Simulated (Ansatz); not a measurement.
The system is HfC.

```
Hf C
1.0
     0.00000    2.32500    2.32500
     2.32500    0.00000    2.32500
     2.32500    2.32500    0.00000
Hf C
1 1
Cartesian
  2.3250 2.3250 2.3250
  0.0000 0.0000 0.0000
```

Base run:

- Program: Ansatz 0.2.0
- Functional: LDA
- Potentials or basis: Ansatz PAW
- Cutoff: 420 eV
- Density cutoff: 1680 eV
- k mesh: 10 × 10 × 10
- Occupations: fermi-dirac, width 0.05 eV
- Spin: no spin polarisation

Its results: band gap on the k mesh none (metal or under the smearing width); pressure -11.9 GPa.

The run is repeated on the same cell with these changes: functional from LDA to revPBE. What comes out?

Band gap on the k mesh none (metal or under the smearing width); pressure 3.2 GPa.

revPBE binds less tightly than LDA, so the same cell stands under more pressure.

Caveats: the PAW data sets come from PBE, with cores solved anew for the run's functional, which leaves a small shift of forces and pressure; the potentials were made for another functional, which shifts forces and pressure (some runs).

Not every run made on this cell is shown here.
